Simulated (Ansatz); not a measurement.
A plane-wave DFT run in Ansatz 0.2.0 (scalar-relativistic PAW potentials unless the input names others): input and command.

```yaml
crystal:
  lattice:
    - [0.0, 4.2172999192, -2.981371198]
    - [3.6522888655, -2.1086499597, -2.9813711979]
    - [-3.6522888655, -2.1086499597, -2.9813711979]
  atoms:
    - { symbol: S, position: [0.25, 0.25, 0.25] }
    - { symbol: S, position: [0.75, 0.25, 0.25] }
    - { symbol: S, position: [0.25, 0.75, 0.25] }
    - { symbol: S, position: [0.75, 0.75, 0.25] }
    - { symbol: S, position: [0.25, 0.25, 0.75] }
    - { symbol: S, position: [0.75, 0.25, 0.75] }
    - { symbol: S, position: [0.25, 0.75, 0.75] }
    - { symbol: S, position: [0.75, 0.75, 0.75] }
basis:
  ecutwfc: 420
kpoints:
  mp_grid: { grid: [6, 6, 6] }
hamiltonian:
  xc: pbe
  hubbard: { sites: [{ species: S, l: f, u_eff: 4.0 }] }
scf:
  occupations: { method: gaussian, width: 0.1 }
  max_iter: 75
output:
  forces: true
  eigenvalues: true
  stress: true
relax:
  adjacent_minimum: "off"
  f_tol: 0.015
  max_steps: 60
  cell: { stress_tol: 0.15 }
```

```bash
ansatz run input.yaml --threads 1 --pin off --max-ram 2560MiB --backend cpu --events-out ev --progress --plain --runs-dir out
```

**Question.** What will the program do with this input?

**Answer.** The program refuses it, because of a U on a shell that isn't there (hamiltonian.hubbard: not typed → {"sites": [{"species": "S", "l": "f", "u_eff": 4.0}]}). Without that key it is accepted.

Abridged log:
```
Error: inconsistent input (hamiltonian.hubbard.sites[].l, hamiltonian.hubbard.sites[].shell): the file of S doesn't list 4f, and it can't be added: PBE doesn't bind the shell 4f of the free atom, whose level lies at +1.13 eV. Type an atom or ion with it (hamiltonian.pseudopotentials.projection_atoms), take another file or name another shell
```